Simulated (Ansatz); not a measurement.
Input and command of a plane-wave DFT calculation in Ansatz:

```yaml
crystal:
  lattice:
    - [-1.7723126184, 1.7723126184, 1.7723126184]
    - [1.7723126184, -1.7723126184, 1.7723126184]
    - [1.7723126184, 1.7723126184, -1.7723126184]
  atoms:
    - { symbol: Hf, position: [0.0, 0.0, 0.0] }
basis:
  ecutwfc: 420
kpoints:
  mp_grid: { grid: [16, 16, 16] }
  band_path:
    path:
      - [[0.0, 0.0, 0.0], [0.5, -0.5, 0.5], [0.0, 0.0, 0.5], [0.0, 0.0, 0.0], [0.25, 0.25, 0.25], [0.5, -0.5, 0.5]]
      - [[0.25, 0.25, 0.25], [0.0, 0.0, 0.5]]
    npoints: 14
hamiltonian:
  xc: lda
scf:
  occupations: { method: gaussian, width: 0.1 }
  n_extra_bands: 6
output:
  forces: true
  stress: true
  eigenvalues: true
  populations: true
  dos: { projected: true, de: 0.02, nscf_kmesh: { grid: [24, 24, 24] } }
  bader: true
  write_density: true
  write_potential: true
  elf: true
  volumetric_format: npy
```

```bash
ansatz run input.yaml --threads 1 --pin off --max-ram 2560MiB --backend cpu --events-out ev --progress --plain --runs-dir out
```

Processor: Arm Neoverse V1, 1 thread, on a host shared with other jobs.

Q: How long does it run, and how much memory does it take?

A: About 16 s on 1 thread of Arm Neoverse V1, with other jobs on the host, peak memory 0.35 GiB. It solves 19 bands at 145 k points (the mesh reduced by the symmetry that the task leaves, which can be less than the crystal's) with about 429 plane waves, in 7 SCF iterations.
